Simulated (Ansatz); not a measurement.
I: one input, then a changed one

The cell is the one relaxed in the Materials Project (mp-1180981), not relaxed further here; entries there can be hypothetical.

First run: DFT, LDA, all-electron LAPW, scalar-relativistic (Ansatz 0.2.0).

Command: `ansatz run input.yaml --threads 1 --pin off --max-ram 2048MiB --backend cpu --events-out ev --progress --plain --runs-dir out` The run took 38 s on 1 thread of Arm Neoverse V1 (shared host), peak memory 0.55 GiB.

```yaml
crystal:
  lattice:
    - [0.0, 2.3656004428, 3.9098401324]
    - [2.1922454667, 0.0, 3.9098401324]
    - [2.1922454667, 2.3656004428, 0.0]
  atoms:
    - { symbol: I, position: [0.0, 0.0, 0.0] }
kpoints:
  mp_grid: { grid: [14, 14, 14] }
  band_path:
    path:
      - [0.0, 0.0, 0.0]
      - [0.5, 0.0, 0.5]
      - [0.5, 0.1138942365, 0.6138942365]
      - [0.5, 0.8861057635, 0.3861057635]
      - [0.5, 0.5, 0.0]
      - [0.9495838569, 0.5, 0.4495838569]
      - [0.0504161431, 0.5, 0.5504161431]
      - [0.0, 0.5, 0.5]
      - [0.1377224796, 0.6377224796, 0.5]
    npoints: 5
scf:
  occupations: { method: fermi_dirac, width: 0.03 }
hamiltonian:
  xc: lda
  pseudopotentials: { kind: all_electron, lapw: { basis_error: 0.0005 } }
output:
  forces: true
  stress: true
  eigenvalues: true
```

Result: converged; pressure -2.29 GPa; 7 SCF iterations.

No spin–orbit coupling, which matters for the heavy atoms here.

A second run of a changed input logged this at its end:

```
Error: inconsistent input (scf.occupations.method, magnetization): a σ = 0 step fill (method: fixed, or a smearing width below the step floor) cannot realise an odd electron count (25) without a locked total moment — the per-k integer fill puts the same N_el/2 bands in each spin channel; set magnetization.spin_polarized: true with magnetization.spin_locking.lock_magnetization: hard and an odd magnetization.initial_magnetization (the unpaired electron then fills one channel), or use a smearing method with a finite width, such as fermi_dirac
```

Q: What was wrong with the input?

A: Fixed occupations whatever the gap, by this change (others could give a like log):
```diff
@@ -21,5 +21,6 @@
     npoints: 5
 scf:
-  occupations: { method: fermi_dirac, width: 0.03 }
+  occupations: { method: fixed }
+  max_iter: 80
 hamiltonian:
   xc: lda
```
